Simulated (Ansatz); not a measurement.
**O on HfO2 (101)**

This session takes HfO2 and sets out to adsorb O from several starts and take the binding apart.

Method: DFT PBE+D3(BJ), scalar-relativistic, plane waves, PAW, in Ansatz 0.2.0.

2 further runs of the same task are left out: 2 set aside as unsound or not needed.

## (1) The starting structure

Symmetry: Pm, No. 6, monoclinic system. The conventional cell has a = 6.327 Å, b = 3.587 Å, c = 20.743 Å, α = 90.00°, β = 90.00°, γ = 90.00°. O (site symmetry m) has 1 Hf at 2.07 Å as nearest neighbours. O (site symmetry m) has 2 Hf at 2.07 Å as nearest neighbours. Around Hf (site symmetry m) lie 4 O at 2.04 to 2.07 Å. Hf (site symmetry m) is surrounded by 4 O at 2.07 to 2.19 Å. Around O (site symmetry m) lie 3 Hf at 2.07 to 2.25 Å. Around O (site symmetry m) lie 2 Hf at 2.05 to 2.07 Å. Around O (site symmetry m) lie 4 Hf at 2.04 to 2.32 Å. O (site symmetry m) is surrounded by 3 Hf at 2.08 to 2.19 Å. Only part of the 12 independent sites is listed.

As a file:

```
O Hf
1.0
     7.17473    0.00000    0.00000
     0.00000    6.32742    0.00000
     0.00000    0.00000   20.74329
O Hf
16 8
Direct
  0.25000 0.52675 0.38567
  0.75000 0.52675 0.38567
  0.00000 0.95541 0.40064
  0.50000 0.95541 0.40064
  0.25000 0.18747 0.45690
  0.75000 0.18747 0.45690
  0.00000 0.61613 0.47187
  0.50000 0.61613 0.47187
  0.25000 0.84345 0.52685
  0.75000 0.84345 0.52685
  0.00000 0.27673 0.53349
  0.50000 0.27673 0.53349
  0.25000 0.49948 0.59965
  0.75000 0.49948 0.59965
  0.00000 0.95893 0.60985
  0.50000 0.95893 0.60985
  0.25000 0.82144 0.42877
  0.75000 0.82144 0.42877
  0.00000 0.32144 0.42877
  0.50000 0.32144 0.42877
  0.25000 0.14426 0.56440
  0.75000 0.14426 0.56440
  0.00000 0.65762 0.57002
  0.50000 0.65762 0.57002
```

Miller indices refer to the conventional cell of the relaxed bulk, P4_2/nmc (No. 137): a = 3.587 Å, b = 3.587 Å, c = 5.212 Å, α = 90.00°, β = 90.00°, γ = 90.00°.

It is a (101) slab, 4.7 Å thick as cut, with 16 Å of vacuum, in a 2×1 surface cell; its outer planes are O (top) and O (bottom). An earlier relaxation, lower half held, gave -134889.4140 eV, gap on the mesh 3.82 eV, ionisation potential 6.41 eV (top face), 6.34 eV (bottom face), electron affinity 2.59 eV (top face), 2.52 eV (bottom face), dipole along +c -0.019 e·Å per cell.

## (2) O, anchor, over a top (O) site

input.yaml

```yaml
crystal:
  lattice:
    - [7.1747300941, 0.0, 0.0]
    - [0.0, 6.3274197438, 0.0]
    - [0.0, 0.0, 22.7432884619]
  atoms:
    - { symbol: O, position: [0.25, 0.5267463569, 0.351752123] }
    - { symbol: O, position: [0.75, 0.5267463569, 0.351752123] }
    - { symbol: O, position: [0.0, 0.9554113501, 0.3654114846] }
    - { symbol: O, position: [0.5, 0.9554113501, 0.3654114846] }
    - { symbol: Hf, position: [0.25, 0.8214384713, 0.3910648641] }
    - { symbol: Hf, position: [0.75, 0.8214384713, 0.3910648641] }
    - { symbol: Hf, position: [0.0, 0.3214384713, 0.3910648641] }
    - { symbol: Hf, position: [0.5, 0.3214384713, 0.3910648641] }
    - { symbol: O, position: [0.25, 0.1874655926, 0.4167182435] }
    - { symbol: O, position: [0.75, 0.1874655926, 0.4167182435] }
    - { symbol: O, position: [0.0, 0.6161305858, 0.4303776051] }
    - { symbol: O, position: [0.5, 0.6161305858, 0.4303776051] }
    - { symbol: O, position: [0.25, 0.8434514572, 0.4805164609] }
    - { symbol: O, position: [0.75, 0.8434514572, 0.4805164609] }
    - { symbol: O, position: [0.0, 0.2767261937, 0.4865781703] }
    - { symbol: O, position: [0.5, 0.2767261937, 0.4865781703] }
    - { symbol: Hf, position: [0.25, 0.1442603011, 0.514764389] }
    - { symbol: Hf, position: [0.75, 0.1442603011, 0.514764389] }
    - { symbol: Hf, position: [0.0, 0.6576223277, 0.5198942464] }
    - { symbol: Hf, position: [0.5, 0.6576223277, 0.5198942464] }
    - { symbol: O, position: [0.25, 0.4994792067, 0.5469170312] }
    - { symbol: O, position: [0.75, 0.4994792067, 0.5469170312] }
    - { symbol: O, position: [0.0, 0.9589341336, 0.5562196122] }
    - { symbol: O, position: [0.5, 0.9589341336, 0.5562196122] }
    - { symbol: O, position: [0.5, 0.9589341336, 0.647235474], spin: 2.0 }
basis:
  ecutwfc: 420
kpoints:
  mp_grid: { grid: [2, 3, 1] }
hamiltonian:
  xc: pbe
  dispersion: d3bj
scf:
  occupations: { method: gaussian, width: 0.05 }
output:
  forces: true
  eigenvalues: true
  populations: true
  write_density: true
  write_potential: true
  elf: true
  volumetric_format: npy
magnetization:
  spin_polarized: true
relax:
  adjacent_minimum: "off"
  f_tol: 0.04
  max_steps: 100
  constraints: [{ sites: [0, 1, 2, 3, 4, 5, 6, 7, 8, 9, 10, 11] }]
efield:
  axis: 3
  dipole_correction: true
  ramp_width: 0.04
```

Launch:

```console
> ansatz run input.yaml --threads 8 --pin off --max-ram 20480MiB --backend cpu --events-out ev --progress --plain --runs-dir out
```

Further runs follow: O, anchor, over a hollow (nearest O) site; the lowest end once more, with its density; the slab alone, frozen as in the lowest end; the molecules alone, frozen as adsorbed.

Before running it: what results should come out? Wanted: O: lowest end; interaction of the frozen parts; electrons moved above the midplane.

The runs gave:

| quantity | value |
| --- | --- |
| O: lowest end | E_ads -1.25 eV, anchor start over top O |
| interaction of the frozen parts | -1.48 eV a cell |
| cost of deforming the slab | 0.23 eV |
| cost of deforming and crowding the molecules | 0.00 eV |
| electrons moved above the midplane | +0.094 |

O binds with 1.25 eV a molecule at best. In all 0.82 electrons are rearranged, and 0.09 cross the midplane towards the molecule. Semilocal functionals without U can misjudge the magnetic state of such a compound. Spin-orbit coupling is left out, which matters for the bands of Hf.
